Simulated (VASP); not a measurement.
A run of VASP 6.6.1:

Contents of INCAR:

```
SYSTEM = SnO2
PREC = Accurate ; ENCUT = 600
EDIFF = 1E-6 ; ISMEAR = -1
SIGMA = 0.05 ; LREAL = .FALSE.
LASPH = .TRUE. ; NELM = 80
ALGO = Normal ; ISIF = 3
LWAVE = .FALSE. ; LCHARG = .FALSE.
GGA = PS ; IVDW = 13
IBRION = 2 ; NSW = 60
EDIFFG = -0.02
```

Contents of KPOINTS:

```
Automatic mesh
0
G
  6 6 8
  0 0 0
```

File POSCAR:

```
SnO2
1.0
    4.7380000000      0.0000000000      0.0000000000
    0.0000000000      4.7380000000      0.0000000000
    0.0000000000      0.0000000000      3.1865000000
Sn O
2 4
Direct
    0.5000000000      0.5000000000      0.5000000000
    0.0000000000      0.0000000000      0.0000000000
    0.8071000000      0.1929000000      0.5000000000
    0.6929000000      0.6929000000      0.0000000000
    0.1929000000      0.8071000000      0.5000000000
    0.3071000000      0.3071000000      0.0000000000
```

Potentials or basis: VASP PAW PBE potentials, release 64 (Sn_d, O).

Command:

```bash
$ cat potpaw_PBE.64/Sn_d/POTCAR potpaw_PBE.64/O/POTCAR > POTCAR
$ mpirun -np 1 vasp_std > vasp.out
```

Hardware: 1 thread of Intel(R) Xeon(R) Platinum 8488C (Sapphire Rapids) (shared host).

**Question.** Estimate the wall time of this run.

**Answer.** It took 7 min on 1 thread of Intel(R) Xeon(R) Platinum 8488C (Sapphire Rapids), on a shared host, peak memory 0.27 GiB. Counts: scf iterations 42, k points 50, ion steps 5.
